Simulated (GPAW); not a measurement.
Write an ASE script for GPAW 26.7.0 that does the following.

- Task: band structure
- Functional: mBEEF
- Potentials or basis: GPAW PAW data sets (gpaw-data 1.2.1)
- Cutoff: 800 eV
- Basis: pw
- k mesh: 7 × 7 × 4
- Occupations: fermi-dirac, width 0.05 eV
- Spin: no spin polarisation
- Maxiter: 150
- Band path: GMKGALHA,LM,KH
- Band points: 80

The structure of SiC (Moissanite) lies in SiC.cif:

```cif
data_SiC
_cell_length_a 3.07600000
_cell_length_b 3.07600000
_cell_length_c 5.04800000
_cell_angle_alpha 90.00000000
_cell_angle_beta 90.00000000
_cell_angle_gamma 120.00000000
_space_group_name_H-M_alt 'P6_3mc'
_space_group_name_Hall 'P 6c -2c'
_space_group_IT_number 186
loop_
_space_group_symop_operation_xyz
'x,y,z'
'x-y,x,z+1/2'
'-y,x-y,z'
'-x,-y,z+1/2'
'-x+y,-x,z'
'y,-x+y,z+1/2'
'y,x,z+1/2'
'x,x-y,z'
'x-y,-y,z+1/2'
'-y,-x,z'
'-x,-x+y,z+1/2'
'-x+y,y,z'
loop_
_atom_site_label
_atom_site_type_symbol
_atom_site_symmetry_multiplicity
_atom_site_Wyckoff_symbol
_atom_site_fract_x
_atom_site_fract_y
_atom_site_fract_z
_atom_site_occupancy
Si1 Si 2 b 0.6666666667 0.3333333333 0.5000000000 1
C1 C 2 b 0.6666666667 0.3333333333 0.8850000000 1
```

These files were run (other wordings do the same):

run.py

```python
from ase.dft.bandgap import bandgap
from ase.io import read, write
from ase.units import GPa
from gpaw import GPAW, PW

atoms = read('SiC.cif')

calc = GPAW(mode=PW(800),
            xc='mBEEF',
            kpts={'size': (7, 7, 4), 'gamma': True},
            occupations={'name': 'fermi-dirac', 'width': 0.05},
            nbands=18,
            convergence={'density': 1e-05, 'energy': 1e-05},
            maxiter=150,
            txt='gpaw.txt')
atoms.calc = calc
energy = atoms.get_potential_energy()
forces = atoms.get_forces()
stress = atoms.get_stress()
calc.write('gs.gpw')
write('result.traj', atoms)
print(f'Energy: {energy:.6f} eV')
print('Forces (eV/A):')
print(forces.round(4))
print('Stress (GPa):', (stress / GPa).round(3))
print('Fermi level:', round(calc.get_fermi_level(), 4), 'eV')
print(f'Gap: {bandgap(calc)[0]:.4f} eV, direct: {bandgap(calc, direct=True)[0]:.4f} eV')

path = atoms.cell.bandpath('GMKGALHA,LM,KH', npoints=80, eps=1e-4)
bs_calc = calc.fixed_density(kpts=path, symmetry='off', nbands=29,
                             convergence={'bands': 'CBM+6.0', 'eigenstates': 1e-6}, txt='bands.txt')
bs = bs_calc.band_structure()
bs.write('bs.json')
print(f'Gap on the path: {bandgap(bs_calc)[0]:.4f} eV')
```

Potentials or basis: GPAW PAW data sets (gpaw-data 1.2.1), pw.

The run is started by

```console
$ OMP_NUM_THREADS=1 python run.py
```

It gave:

| Property | Result |
| --- | --- |
| Pressure | 0.1 GPa |
| Largest force | 0.791 eV/Å |
| Band gap along the path | 2.88 eV, indirect (least direct gap 4.69 eV) |

Caveat: the PAW data sets were made with another functional, which shifts forces and pressure a little.

It took 5.5 min on 1 thread of Arm Neoverse N1, on a shared host, peak memory 0.36 GiB.
